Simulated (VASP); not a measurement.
# PbS (Galena) (Fm-3m) in VASP: notebook

One crystal, PbS (Galena), is run at these levels: PBE; tasks: relaxation of the atoms.

Everything below comes from runs of VASP 6.6.1. Logs are shortened: lines on timing, memory, paths and dates and some standing lists are left out, and cuts for length are marked.

### Step 1. Starting point

The structure is cubic, space group Fm-3m (No. 225). The conventional cell has a = 5.994 Å, b = 5.994 Å, c = 5.994 Å, α = 90.00°, β = 90.00°, γ = 90.00°. Pb (site symmetry m-3m) is surrounded by 6 S at 3.00 Å. S (site symmetry m-3m) has 6 Pb at 3.00 Å as nearest neighbours.

### Step 2. Relaxation of the atoms, PBE (a relaxed cell with its volume scaled by 0.96)

The input, INCAR:

```
SYSTEM = PbS
PREC = Accurate ; ENCUT = 300
EDIFF = 1E-7 ; ISMEAR = 0
SIGMA = 0.03 ; LREAL = .FALSE.
LASPH = .TRUE. ; NELM = 80
ALGO = Normal ; ISIF = 2
LWAVE = .FALSE. ; LCHARG = .FALSE.
GGA = PE ; IBRION = 2
NSW = 40 ; EDIFFG = -0.01
```

The input, KPOINTS:

```
regular mesh
0
G
  4 4 4
  0 0 0
```

The input, POSCAR:

```
PbS                                     
1.0
   -0.0000000000      2.9564827726      2.9564827726
    2.9564827726     -0.0000000000      2.9564827726
    2.9564827726      2.9564827726      0.0000000000
  Pb              S             
     1     1
Direct
     0.0000000000000000    1.0000000000000000    0.0000000000000000
     0.5000000000000000    0.5000000000000000    0.5000000000000000
```

Potentials or basis: VASP PAW PBE potentials, release 64 (Pb, S).

Run with:

```sh
$ cat potpaw_PBE.64/Pb/POTCAR potpaw_PBE.64/S/POTCAR > POTCAR
$ mpirun -np 1 vasp_std > vasp.out
```

OUTCAR:

```text
SYSTEM = PbS
   PREC = Accurate
   ENCUT = 300
   EDIFF = 1E-7
   ISMEAR = 0
   LREAL = .FALSE.
   LASPH = .TRUE.
   NELM = 80
   ISIF = 2
   GGA = PE
   IBRION = 2
   NSW = 40
   EDIFFG = -0.01

 ion  position               nearest neighbor table
   1  0.000  0.000  0.000-   2 2.96   2 2.96   2 2.96   2 2.96   2 2.96   2 2.96
   2  0.500  0.500  0.500-   1 2.96   1 2.96   1 2.96   1 2.96   1 2.96   1 2.96

  LATTYP: Found a face centered cubic cell.
 ALAT       =     5.9129655452

  Lattice vectors:

 A1 = (   0.0000000000,   2.9564827726,   2.9564827726)
 A2 = (   2.9564827726,   0.0000000000,   2.9564827726)
 A3 = (   2.9564827726,   2.9564827726,   0.0000000000)

Analysis of symmetry for initial positions (statically):
=====================================================================
 Subroutine PRICEL returns:
 Original cell was already a primitive cell.

 Routine SETGRP: Setting up the symmetry group for a
 face centered cubic supercell.

 Subroutine GETGRP returns: Found 48 space group operations
 (whereof 48 operations were pure point group operations)
 out of a pool of 48 trial point group operations.

The static configuration has the point symmetry O_h .

Analysis of symmetry for dynamics (positions and initial velocities):
=====================================================================
 Subroutine PRICEL returns:
 Original cell was already a primitive cell.

 Routine SETGRP: Setting up the symmetry group for a
 face centered cubic supercell.

 Subroutine GETGRP returns: Found 48 space group operations
 (whereof 48 operations were pure point group operations)
 out of a pool of 48 trial point group operations.

The dynamic configuration has the point symmetry O_h .

 Subroutine INISYM returns: Found 48 space group operations
 (whereof 48 operations are pure point group operations),
 and found     1 'primitive' translations

----------------------------------------------------------------------------------------

                                     Primitive cell

  volume of cell :      51.6840

  direct lattice vectors                    reciprocal lattice vectors
     0.000000000  2.956482773  2.956482773    -0.169119876  0.169119876  0.169119876
     2.956482773  0.000000000  2.956482773     0.169119876 -0.169119876  0.169119876
     2.956482773  2.956482773  0.000000000     0.169119876  0.169119876 -0.169119876

  length of vectors
     4.181098034  4.181098034  4.181098034     0.292924218  0.292924218  0.292924218

  position of ions in fractional coordinates (direct lattice)
     0.000000000  0.000000000  0.000000000
     0.500000000  0.500000000  0.500000000

  ion indices of the primitive-cell ions
   primitive index   ion index
                 1           1
                 2           2

----------------------------------------------------------------------------------------

 KPOINTS: regular mesh

Automatic generation of k-mesh.
 Grid dimensions read from file:
 generate k-points for:    4    4    4

 Generating k-lattice:

  Cartesian coordinates                     Fractional coordinates (reciprocal lattice)
    -0.042279969  0.042279969  0.042279969     0.250000000  0.000000000  0.000000000
     0.042279969 -0.042279969  0.042279969     0.000000000  0.250000000  0.000000000
     0.042279969  0.042279969 -0.042279969     0.000000000  0.000000000  0.250000000

  Length of vectors
     0.073231054  0.073231054  0.073231054

  Shift w.r.t. Gamma in fractional coordinates (k-lattice)
     0.000000000  0.000000000  0.000000000

 Subroutine IBZKPT returns following result:
 ===========================================

 Found      8 irreducible k-points:

 Following reciprocal coordinates:
            Coordinates               Weight
  0.000000  0.000000  0.000000      1.000000
  0.250000  0.000000  0.000000      8.000000
  0.500000  0.000000  0.000000      4.000000
  0.250000  0.250000  0.000000      6.000000
  0.500000  0.250000  0.000000     24.000000
 -0.250000  0.250000  0.000000     12.000000
  0.500000  0.500000  0.000000      3.000000
 -0.250000  0.500000  0.250000      6.000000
   k-points           NKPTS =      8   k-points in BZ     NKDIM =      8   number of bands    NBANDS=      9
   number of dos      NEDOS =    301   number of ions     NIONS =      2
   total plane-waves  NPLWV =  13824
   dimension x,y,z NGX =    24 NGY =   24 NGZ =   24
   dimension x,y,z NGXF=    48 NGYF=   48 NGZF=   48
   ions per type =               1   1
   NGX,Y,Z   is equivalent  to a cutoff of   9.54,  9.54,  9.54 a.u.
   NGXF,Y,Z  is equivalent  to a cutoff of  19.09, 19.09, 19.09 a.u.
 SYSTEM =  PbS
   PREC   = accura    normal or accurate (medium, high low for compatibility)
   ISTART =      0    job   : 0-new  1-cont  2-samecut
   ICHARG =      2    charge: 1-file 2-atom 10-const
   ISPIN  =      1    spin polarized calculation?
   LNONCOLLINEAR =      F non collinear calculations
   LSORBIT =      F    spin-orbit coupling
   LASPH  =      T    aspherical Exc in radial PAW
   ENCUT  =  300.0 eV  22.05 Ry    4.70 a.u.   5.90  5.90  5.90*2*pi/ulx,y,z
   NELM   =     80;   NELMIN=  2; NELMDL= -5     # of ELM steps
   EDIFF  = 0.1E-06   stopping-criterion for ELM
   LREAL  =      F    real-space projection
   EDIFFG = -.1E-01   stopping-criterion for IOM
   NSW    =     40    number of steps for IOM
   IBRION =      2    ionic relax: 0-MD 1-quasi-New 2-CG
   NFREE  =      1    steps in history (QN), initial steepest desc. (CG)
   ISIF   =      2    stress and relaxation
   ISYM   =      2    0-nonsym 1-usesym 2-fastsym
   POTIM  = 0.5000    time-step for ionic-motion
   TEBEG  =    0.0;   TEEND  =   0.0 temperature during run
   PSTRESS=    0.0 pullay stress
   NELECT =      10.0000    total number of electrons
   NUPDOWN=      -1.0000    fix difference up-down
   EMIN   =  10.00;   EMAX   =-10.00  energy-range for DOS
   EFERMI =   0.00;   METHOD = LEGACY
   ISMEAR =     0;   SIGMA  =   0.03  broadening in eV -4-tet -1-fermi 0-gaus
   EFERMI_NEDOS =   21; number of points for ismear=-14 and -15
   IALGO  =     38    algorithm
   IMIX   =      4    mixing-type and parameters
     AMIX     =   0.40;   BMIX     =  1.00
     AMIX_MAG =   1.60;   BMIX_MAG =  1.00
  volume/ion in A,a.u.               =      25.84       174.39
  Fermi-wavevector in a.u.,A,eV,Ry     =   0.946868  1.789321 12.198428  0.896559
  Thomas-Fermi vector in A             =   2.074907
   LORBIT       =      0    0 simple, 1 ext, 2 COOP (PROOUT), +10 PAW based schemes
   GGA     = PE    functional components
   LHFCALC =     F    Hartree Fock is set to
   AEXX    =    0.0000 exact exchange contribution
   IVDW    =     0    specifies the selected vdW correction
   LEPSILON=     F    determine dielectric tensor
   LRPA    =     F    only Hartree local field effects (RPA)
 conjugate gradient relaxation of ions
 non-spin polarized calculation
 Gauss-broadening in eV      SIGMA  =   0.03
  energy-cutoff  :      300.00
  volume of cell :       51.68
 maximum number of plane-waves:       620
   NGX = 11   NGY = 11   NGZ = 11

 number of electron      10.0000004 magnetization

 Free energy of the ion-electron system (eV)
  ---------------------------------------------------
  ext. energy  EPLUGINS =         0.00000000
  ---------------------------------------------------
  free energy    TOTEN  =        -8.77612151 eV

  energy without entropy =       -8.77612151  energy(sigma->0) =       -8.77612151

 E-fermi :   4.7367     XC(G=0):  -9.6334

 val. band max:        4.5923430233   @ k =   0.5000   0.0000   0.0000
 cond. band min:       4.9187441317   @ k =   0.5000   0.0000   0.0000
 fundamental gap:      0.3264011084
 Fermi energy:         4.7366641017

 k-point     1 :       0.0000    0.0000    0.0000
  band No.  band energies     occupation
      1      -9.0989      2.00000
      2      -1.4378      2.00000
      3       2.3642      2.00000
      4       2.3642      2.00000
      5       2.3642      2.00000
      6       9.8229      0.00000
      7       9.8229      0.00000
      8       9.8229      0.00000
      9      11.2483      0.00000

 k-point     2 :       0.2500    0.0000    0.0000
  band No.  band energies     occupation
      1      -8.5877      2.00000
      2      -2.9093      2.00000
      3       2.5165      2.00000
      4       2.5165      2.00000
      5       3.3958      2.00000
      6       6.9318      0.00000
      7       7.7957      0.00000
      8       7.7957      0.00000
      9      11.4050      0.00000

 k-point     3 :       0.5000    0.0000    0.0000
  band No.  band energies     occupation
      1      -7.8315      2.00000
      2      -4.3396      2.00000
      3       2.7393      2.00000
      4       2.7393      2.00000
      5       4.5923      2.00000
      6       4.9187      0.00000
      7       6.5243      0.00000
      8       6.5243      0.00000
      9      13.1641      0.00000

 k-point     4 :       0.2500    0.2500    0.0000
  band No.  band energies     occupation
      1      -8.4316      2.00000
      2      -2.6746      2.00000
      3       1.6914      2.00000
      4       1.6914      2.00000
      5       2.8163      2.00000
      6       7.0194      0.00000
      7       9.2790      0.00000
      8       9.5179      0.00000
      9       9.5179      0.00000

 k-point     5 :       0.5000    0.2500    0.0000
  band No.  band energies     occupation
      1      -7.7158      2.00000
      2      -3.6488      2.00000
      3       0.7399      2.00000
      4       1.7343      2.00000
      5       2.3259      2.00000
      6       7.4247      0.00000
      7       8.4053      0.00000
      8       8.8887      0.00000
      9      10.8733      0.00000

 k-point     6 :      -0.2500    0.2500    0.0000
  band No.  band energies     occupation
      1      -7.9411      2.00000
      2      -3.6694      2.00000
      3       0.7986      2.00000
      4       2.6169      2.00000
      5       3.7616      2.00000
      6       6.0069      0.00000
      7       7.0087      0.00000
      8       8.8316      0.00000
      9      12.8044      0.00000

 k-point     7 :       0.5000    0.5000    0.0000
  band No.  band energies     occupation
      1      -7.5641      2.00000
      2      -2.6405      2.00000
      3      -0.6976      2.00000
      4       1.0792      2.00000
      5       1.0792      2.00000
      6       8.3989      0.00000
      7      10.1933      0.00000
      8      10.3044      0.00000
      9      10.3044      0.00000

 k-point     8 :      -0.2500    0.5000    0.2500
  band No.  band energies     occupation
      1      -7.4823      2.00000
      2      -3.4088      2.00000
      3       0.0759      2.00000
      4       0.0759      2.00000
      5       3.5276      2.00000
      6       6.7669      0.00000
      7       9.2495      0.00000
      8       9.2495      0.00000
      9      12.7204      0.00000

------------------------ aborting loop because EDIFF is reached ----------------------------------------

  FORCE on cell =-STRESS in cart. coord.  units (eV):
  Direction    XX          YY          ZZ          XY          YZ          ZX
  --------------------------------------------------------------------------------------
  -------------------------------------------------------------------------------------
  Total        0.7961940      0.7961940      0.7961940      0.0000000     -0.0000000      0.0000000
  in kB       24.6816076     24.6816076     24.6816076      0.0000000     -0.0000000      0.0000000
  external PRESSURE =      24.6816076 kB  Pullay stress =       0.0000000 kB

 VOLUME and BASIS-vectors are now :
 -----------------------------------------------------------------------------
  energy-cutoff  :      300.00
  volume of cell :       51.68
      direct lattice vectors                 reciprocal lattice vectors
     0.000000000  2.956482773  2.956482773    -0.169119876  0.169119876  0.169119876
     2.956482773  0.000000000  2.956482773     0.169119876 -0.169119876  0.169119876
     2.956482773  2.956482773  0.000000000     0.169119876  0.169119876 -0.169119876

 POSITION                                       TOTAL-FORCE (eV/Angst)
 -----------------------------------------------------------------------------------
      0.00000      0.00000      0.00000         0.000000     -0.000000     -0.000000
      2.95648      2.95648      2.95648        -0.000000      0.000000      0.000000
 -----------------------------------------------------------------------------------
    total drift:                               -0.000000     -0.000000      0.000000

  FREE ENERGIE OF THE ION-ELECTRON SYSTEM (eV)
  ---------------------------------------------------
  free  energy   TOTEN  =        -8.7761215148 eV

  energy  without entropy=       -8.7761215148  energy(sigma->0) =       -8.77612151

 reached required accuracy - stopping structural energy minimisation
```

It took 3 s on 1 thread of Intel Xeon Platinum 8488C (Sapphire Rapids), shared host; peak memory 0.13 GiB.

What came out:

* Free energy: -8.7761 eV
* Pressure after relaxing: 2.5 GPa
* Band gap on the k mesh: 0.33 eV, direct

Final structure:
```
Pb S
1.0
     0.00000    2.95648    2.95648
     2.95648    0.00000    2.95648
     2.95648    2.95648    0.00000
Pb S
1 1
Direct
  0.00000 0.00000 0.00000
  0.50000 0.50000 0.50000
```

Caveat: the k mesh is coarse (spacing up to 0.46 Å⁻¹), so the values aren't converged; the cutoff is under 1.25 times the usual one of these potentials, so pressure, stress and relaxed cells hold a basis-set (Pulay) error; the relaxation stopped at its first step, so nothing moved; spin-orbit coupling is left out, which as a rule narrows the gap of such compounds by several tenths of an eV. A k mesh can miss the band edges.

### Step 3. Relaxation of the atoms, PBE (a relaxed cell with its volume scaled by 0.98)

INCAR is that of step 2.

KPOINTS is that of step 2.

The input, POSCAR:

```
PbS                                     
1.0
   -0.0000000000      2.9768729533      2.9768729533
    2.9768729533     -0.0000000000      2.9768729533
    2.9768729533      2.9768729533      0.0000000000
  Pb              S             
     1     1
Direct
     0.0000000000000000    1.0000000000000000    0.0000000000000000
     0.5000000000000000    0.5000000000000000    0.5000000000000000
```

Potentials or basis: VASP PAW PBE potentials, release 64 (Pb, S).

Run with:

```sh
$ cat potpaw_PBE.64/Pb/POTCAR potpaw_PBE.64/S/POTCAR > POTCAR
$ mpirun -np 1 vasp_std > vasp.out
```

Wall time 3 s (1 thread of Intel Xeon Platinum 8488C (Sapphire Rapids), shared host); peak memory 0.13 GiB.

Results (log left out):

| Property | Result |
| --- | --- |
| Free energy | -8.7888 eV |
| Pressure after relaxing | 1.2 GPa |
| Band gap on the k mesh | 0.40 eV, direct |

Final structure:
```
CELL_PARAMETERS angstrom
0.00000 2.97687 2.97687
2.97687 0.00000 2.97687
2.97687 2.97687 0.00000
ATOMIC_POSITIONS crystal
Pb 0.00000 0.00000 0.00000
S 0.50000 0.50000 0.50000
```

Levels at points of the mesh, in eV from the valence-band top:
```csv
k point,band 2,band 3,band 4,band 5,band 6,band 7,band 8,band 9
"(0.00, 0.00, 0.00)",-6.05,-2.10,-2.10,-2.10,5.19,5.19,5.19,6.73
"(0.50, 0.00, 0.00)",-8.79,-1.74,-1.74,0.00,0.40,2.00,2.00,8.57
"(0.50, 0.50, 0.00)",-7.18,-5.09,-3.35,-3.35,3.92,5.55,5.66,5.66
```

Caveat: the k mesh is coarse (spacing up to 0.46 Å⁻¹), so the values aren't converged; the cutoff is under 1.25 times the usual one of these potentials, so pressure, stress and relaxed cells hold a basis-set (Pulay) error; the relaxation stopped at its first step, so nothing moved; spin-orbit coupling is left out, which as a rule narrows the gap of such compounds by several tenths of an eV.

### Step 4. Relaxation of the atoms, PBE

INCAR is that of step 3.

KPOINTS is that of step 3.

The input, POSCAR:

```
PbS                                     
1.0
   -0.0000000000      2.9969875699      2.9969875699
    2.9969875699     -0.0000000000      2.9969875699
    2.9969875699      2.9969875699      0.0000000000
  Pb              S             
     1     1
Direct
     0.0000000000000000    1.0000000000000000    0.0000000000000000
     0.5000000000000000    0.5000000000000000    0.5000000000000000
```

Run with:

```sh
$ cat potpaw_PBE.64/Pb/POTCAR potpaw_PBE.64/S/POTCAR > POTCAR
$ mpirun -np 1 vasp_std > vasp.out
```

It took 3.2 s on 1 thread of Intel Xeon Platinum 8488C (Sapphire Rapids), shared host; peak memory 0.13 GiB.

Results (log left out):

```yaml
Free_energy: -8.7933 eV
Pressure_after_relaxing: 0.0 GPa
Band_gap_on_the_k_mesh: 0.47 eV, direct
```

Final structure:
```cif
data_structure
_symmetry_space_group_name_H-M 'P 1'
_symmetry_Int_Tables_number 1
_cell_length_a 4.2384
_cell_length_b 4.2384
_cell_length_c 4.2384
_cell_angle_alpha 60.000
_cell_angle_beta 60.000
_cell_angle_gamma 60.000
_cell_volume 53.84
loop_
_atom_site_label
_atom_site_type_symbol
_atom_site_fract_x
_atom_site_fract_y
_atom_site_fract_z
_atom_site_occupancy
Pb1 Pb 0.00000 0.00000 0.00000 1
S1 S 0.50000 0.50000 0.50000 1
```

Levels at points of the mesh, in eV from the valence-band top:
```tsv
k point	band 3	band 4	band 5	band 6	band 7	band 8
(0.00, 0.00, 0.00)	-1.98	-1.98	-1.98	5.15	5.15	5.15
(0.50, 0.00, 0.00)	-1.63	-1.63	0.00	0.47	2.06	2.06
(0.50, 0.50, 0.00)	-4.89	-3.20	-3.20	4.03	5.51	5.60
```

Caveat: the k mesh is coarse (spacing up to 0.45 Å⁻¹), so the values aren't converged; the cutoff is under 1.25 times the usual one of these potentials, so pressure, stress and relaxed cells hold a basis-set (Pulay) error; the relaxation stopped at its first step, so nothing moved; spin-orbit coupling is left out, which as a rule narrows the gap of such compounds by several tenths of an eV. A k mesh can miss the band edges.

### Step 5. The runs side by side

| cell | gap on the mesh (eV) | pressure (GPa) |
| --- | --- | --- |
| atoms relaxed from: a relaxed cell with its volume scaled by 0.96 | 0.33 | 2.5 |
| atoms relaxed from: a relaxed cell with its volume scaled by 0.98 | 0.40 | 1.2 |
| atoms relaxed | 0.47 | 0.0 |

Alike in all rows: task relaxation of the atoms; level PBE; potentials or basis VASP PAW PBE potentials, release 64 (Pb, S); no spin polarisation; k mesh 4 × 4 × 4; cutoff (eV) 300; smearing gaussian 0.03 eV; the mesh is coarse, so values aren't converged.

Caveats: all runs use coarse meshes; the cutoff is under 1.25 times the usual one of these potentials, so pressure, stress and relaxed cells hold a basis-set (Pulay) error; the relaxation stopped at its first step, so nothing moved; spin-orbit coupling is left out, which as a rule narrows the gap of such compounds by several tenths of an eV.

Absolute energies hang on the potentials; compare differences alone.
